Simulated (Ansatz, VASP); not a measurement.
# Two plane-wave programs on TiO2

```
Ti O
1.0
     4.60300    0.00000    0.00000
     0.00000    4.60300    0.00000
     0.00000    0.00000    2.96600
Ti O
2 4
Direct
  0.00000 0.00000 0.00000
  0.50000 0.50000 0.50000
  0.30450 0.30450 0.00000
  0.19550 0.80450 0.50000
  0.69550 0.69550 0.00000
  0.80450 0.19550 0.50000
```

Alike in both runs: task single point; functional PBE; k mesh 4 × 4 × 6; occupations fermi-dirac, width 0.03 eV; no spin polarisation.

|  | VASP | Ansatz |
| --- | --- | --- |
| version | VASP 6.6.1 | Ansatz 0.2.0 |
| potentials or method | VASP PAW PBE potentials, release 64 (Ti_sv, O) | PAW, plane waves, scalar-relativistic |
| plane-wave cutoff (eV) | 520 | 420 |
| valence electrons in the cell | 48 | 48 |

VASP gave:

| Property | Result |
| --- | --- |
| gap on the k mesh at the Fermi level (eV) | 1.83 |
| pressure (GPa) | 4.0 |
| largest component of the traceless stress (GPa) | 0.74 |
| rms of the force components (eV/Å) | 0.012 |

Q: Estimate Ansatz's values.

A: gap on the k mesh at the Fermi level (eV): 1.86; pressure (GPa): 3.3; largest component of the traceless stress (GPa): 0.95; rms of the force components (eV/Å): 0.001.

Atom by atom the forces differ by 0.012 eV/Å (rms over components).

A k mesh can miss the band edges.
